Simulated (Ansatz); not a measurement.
AlPt:

```
Pt Al
1.0
     3.09155    0.00000    0.00000
     0.00000    3.09155    0.00000
     0.00000    0.00000    3.09155
Pt Al
1 1
Direct
  0.50000 0.50000 0.50000
  0.00000 0.00000 0.00000
```

Measurements of this composition are mostly on another form, of space group No. 198.

Base run:

- Program: Ansatz 0.2.0
- Functional: PBEsol
- Potentials or basis: all-electron LAPW, non-relativistic
- Cutoff: 229 eV
- Density cutoff: 918 eV
- Basis error allowed: 0.001 eV/atom
- k mesh: 9 × 9 × 9
- Occupations: fermi-dirac, width 0.05 eV
- Spin: no spin polarisation

Its results: pressure 10.9 GPa.

Question: The run is repeated on the same cell with these changes: potentials or basis from all-electron LAPW, non-relativistic to all-electron PAW datasets made for the crystal. What comes out?

Answer: Pressure -5.7 GPa.

Caveats: relativity is left out, which matters for the heavier elements (some runs).

Not every run made on this cell is shown here.
